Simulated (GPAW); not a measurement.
Runs of GPAW 26.7.0 on Te2Mo. It takes space group P6_3/mmc (No. 194, hexagonal). The conventional cell has a = 3.518 Å, b = 3.518 Å, c = 13.974 Å, α = 90.00°, β = 90.00°, γ = 120.00°. Around Te (site symmetry 3m) lie 3 Mo at 2.72 Å. Around Mo (site symmetry -6m2) lie 6 Te at 2.72 Å. 

```tsv
task	level	potentials or basis	spin	U	k mesh	cutoff (eV)	smearing	maxiter	convergence	data set	kernel	eta	other keys	mesh quality	gap on the mesh (eV)	pressure (GPa)	largest force (eV/Å)
single point	PBE+U	PAW data sets generated in the run's folder for this functional, pw	off	Mo d U = 4.5 eV	7 × 7 × 2	500	fermi-dirac 0.05 eV	120	default	-	-	-	-	not flagged	(b)	2.3	(a)
optical spectrum	PBE+U	PAW data sets generated in the run's folder for this functional, pw	off	Mo d U = 4.5 eV	7 × 7 × 2	500	fermi-dirac 0.001 eV	150	-	-	RPA	0.2 eV	-	not flagged	0.82	-	-
dielectric tensor	PBE+U	PAW data sets generated in the run's folder for this functional, pw	off	Mo d U = 4.5 eV	7 × 7 × 2	500	fermi-dirac 0.05 eV	100	-	-	-	-	several, not listed	coarse	0.82	-	-
energy-loss spectrum	PBE+U	PAW data sets generated in the run's folder for this functional, pw	off	Mo d U = 4.5 eV	7 × 7 × 2	500	fermi-dirac 0.001 eV	150	-	-	RPA	0.2 eV	-	not flagged	0.82	-	-
band structure	r4SCAN	GPAW PAW data sets (gpaw-data 1.2.1), pw	SOC, no magnetisation	-	5 × 5 × 2	600	fermi-dirac 0.05 eV	150	-	-	-	-	-	coarse	0.81	0.2	0.24
single point	PBE	GPAW PAW data sets (gpaw-data 1.2.1), pw	off	-	6 × 6 × 2	600	fermi-dirac 0.05 eV	80	-	-	-	-	several, not listed	not flagged	0.82	2.3	0.11
single point	PBE	GPAW PAW data sets (gpaw-data 1.2.1), pw	off	-	11 × 11 × 3	600	fermi-dirac 0.05 eV	60	-	-	-	-	several, not listed	not flagged	0.73	2.3	0.10
band structure	MS2	GPAW PAW data sets (gpaw-data 1.2.1), pw	SOC, no magnetisation	-	5 × 5 × 2	600	fermi-dirac 0.05 eV	150	-	-	-	-	-	coarse	0.74	-1.4	0.20
```

Alike in all rows: cell as given.

Task: Estimate the missing entries.

Result: (a) 0.12; (b) 0.83.

Caveats: some runs use coarse meshes; spin-orbit coupling is left out, which moves the levels of the heavy elements (some runs); this functional lacks dispersion, which binds the layers, so the pressure and a relaxed spacing across them are unreliable (some runs); an odd mesh through Γ misses points on the zone boundary, where band edges often lie (some runs); the U is typed as a test and isn't derived for this compound (some runs); response on these states lacks terms of the Hamiltonian (some runs); the long-wavelength limit can be off by several per cent where d states take part (some runs); spin-orbit coupling was added after a scalar SCF, so levels and gaps hold it while energy, forces, pressure and moments don't (some runs).

A k mesh can miss the band edges, and rows without SOC leave out spin-orbit coupling on Mo, Te.
